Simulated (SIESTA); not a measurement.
**SnO2 (Cassiterite): band structure with PBE**

Crystal: SnO2 (Cassiterite).

```
Sn O
1.0
     4.73800    0.00000    0.00000
     0.00000    4.73800    0.00000
     0.00000    0.00000    3.18650
Sn O
2 4
Direct
  0.50000 0.50000 0.50000
  0.00000 0.00000 0.00000
  0.80710 0.19290 0.50000
  0.69290 0.69290 0.00000
  0.19290 0.80710 0.50000
  0.30710 0.30710 0.00000
```

```
Program             : SIESTA 5.4.2
Task                : band structure
Functional          : PBE
Potentials or basis : PseudoDojo 0.5 standard (PBE files)
Basis               : DZP (energy shift 0.002 Ry)
Grid cutoff         : 800 Ry
Energy shift        : 0.002 Ry
k mesh              : 6 × 6 × 8
Occupations         : fermi-dirac, width 0.05 eV
Spin                : no spin polarisation
```

* Pressure: 18.9 GPa
* Largest force: 0.298 eV/Å
* Band gap on the k mesh: 0.95 eV, direct
* Band gap along the path: 0.95 eV, direct

Forces on the atoms (eV/Å):
```
Sn   0.000  0.000  0.000
Sn   0.000  0.000  0.000
O   -0.211  0.211  0.000
O    0.211  0.211  0.000
O    0.211 -0.211  0.000
O   -0.211 -0.211  0.000
```

Stress tensor (GPa, compression positive):
```
16.20  0.00  0.00
 0.00 16.20  0.00
 0.00  0.00 24.23
```

Levels at the corners of the path, in eV from the valence-band top:
| point | band 24 | band 25 | band 26 | band 27 | band 28 | band 29 |
| --- | --- | --- | --- | --- | --- | --- |
| Γ | -0.74 | -0.74 | 0.00 | 0.95 | 6.05 | 6.25 |
| X | -1.30 | -0.64 | -0.64 | 4.22 | 4.22 | 7.08 |
| M | -1.49 | -0.91 | -0.91 | 4.56 | 4.56 | 7.38 |
| Γ | -0.74 | -0.74 | 0.00 | 0.95 | 6.05 | 6.25 |
| Z | -1.61 | -1.28 | -1.28 | 6.05 | 6.05 | 9.95 |
| R | -1.04 | -0.85 | -0.85 | 6.29 | 6.29 | 7.90 |
| A | -0.96 | -0.81 | -0.81 | 4.67 | 4.67 | 8.97 |
| Z | -1.61 | -1.28 | -1.28 | 6.05 | 6.05 | 9.95 |
| X | -1.30 | -0.64 | -0.64 | 4.22 | 4.22 | 7.08 |
| R | -1.04 | -0.85 | -0.85 | 6.29 | 6.29 | 7.90 |
| M | -1.49 | -0.91 | -0.91 | 4.56 | 4.56 | 7.38 |
| A | -0.96 | -0.81 | -0.81 | 4.67 | 4.67 | 8.97 |

Wall time 2.9 min on 1 thread of Arm Neoverse V2 (shared host), peak memory 0.66 GiB.

Caveat: semicore shells carry a single zeta, which can move pressures by several GPa and volumes by a few percent; so large a pressure means that the cell lies far from this level's equilibrium, or that cutoff or potentials fall short; spin-orbit coupling is left out, which moves the levels of the heavy elements; the basis of atomic orbitals isn't converged, which shifts pressures, moduli and gaps. A hybrid or GW would open this gap; PBE tends to underestimate it.
